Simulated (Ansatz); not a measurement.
## Calculated field gradients at the nuclei for Li₅NbO₅

The cell is a Materials Project structure (computed, not necessarily an observed phase), atoms as given.

```
Li Nb O
1.0
     2.87648   -4.69732    0.00000
     2.87648    4.69732    0.00000
    -2.28200    0.00000    8.80098
Li Nb O
10 2 10
Direct
  0.04144 0.69578 0.43875
  0.77667 0.54488 0.04227
  0.32798 0.67202 0.25000
  0.69578 0.04144 0.93875
  0.54488 0.77667 0.54227
  0.45512 0.22333 0.45773
  0.30422 0.95856 0.06125
  0.67202 0.32798 0.75000
  0.22333 0.45512 0.95773
  0.95856 0.30422 0.56125
  0.91217 0.08783 0.25000
  0.08783 0.91217 0.75000
  0.98376 0.32617 0.10549
  0.20326 0.42918 0.41138
  0.32617 0.98376 0.60549
  0.42918 0.20326 0.91138
  0.11366 0.88634 0.25000
  0.88634 0.11366 0.75000
  0.57082 0.79674 0.08862
  0.67383 0.01624 0.39451
  0.79674 0.57082 0.58862
  0.01624 0.67383 0.89451
```

Sites (sets of like atoms) are named by element and the number of their first atom in this list.

All values are calculated (Ansatz; DFT, r2SCAN, plane waves and PAW (field gradients read without the response of the frozen cores, which leaves them typically 4 to 6 % off), scalar-relativistic, 500 eV cutoff, Γ-centred 4×4×3 k-points, Fermi–Dirac smearing 0.02 eV), not measured.

V_zz is the principal component of the electric field gradient with the largest magnitude, η = (V_xx − V_yy)/V_zz and C_Q = eQV_zz/h.

⁶Li: I = 1, Q = -0.8080 mb; 93Nb: I = 9/2, Q = -320.0 mb; ¹⁷O: I = 5/2, Q = -25.58 mb. Quadrupole moments are those of Pyykkö's year-2017 table.

(1) Which values are expected at the nuclei?

Answers

(1) 

| site | atoms (order as listed) | first shell | V_zz (10²¹ V/m²) | η | C_Q (MHz) |
| --- | --- | --- | --- | --- | --- |
| Li1 | 1, 4, 7, 10 | 4 O at 1.94–2.12 Å; also 4 O at 3.22–3.31 Å | -0.10 | 0.71 | 0.002 |
| Li2 | 2, 5, 6, 9 | 5 O at 1.98–2.35 Å; also 1 Li at 2.62 Å | -0.11 | 0.84 | 0.002 |
| Li3 | 3, 8 | 5 O at 2.01–2.09 Å | 0.13 | 0.58 | -0.003 |
| Nb | 11, 12 | 5 O at 1.89–2.04 Å | 8.60 | 0.12 | -66.6 |
| O13 | 13, 15, 20, 22 | 1 Nb at 1.93 Å, 4 Li at 1.94–2.09 Å | 2.06 | 0.94 | -1.27 |
| O14 | 14, 16, 19, 21 | 5 Li at 2.01–2.19 Å, 1 Nb at 2.04 Å | 1.23 | 0.59 | -0.758 |
| O17 | 17, 18 | 1 Nb at 1.89 Å, 5 Li at 2.01–2.35 Å | -0.70 | 0.10 | 0.434 |

At this cell the r2SCAN pressure is -6 GPa, so with r2SCAN the cell would shrink if it were relaxed. The entry's cell may itself be off. The largest force is 0.9 eV/Å, so the atoms aren't at the calculated equilibrium and relaxing them would move these values. Without spin–orbit coupling (the program notes it for Nb) the gradients are little affected as a rule: paired runs on crystals with a gap mostly move them by under 2 % at such atoms. Where η is near 1 the sign of V_zz means little.
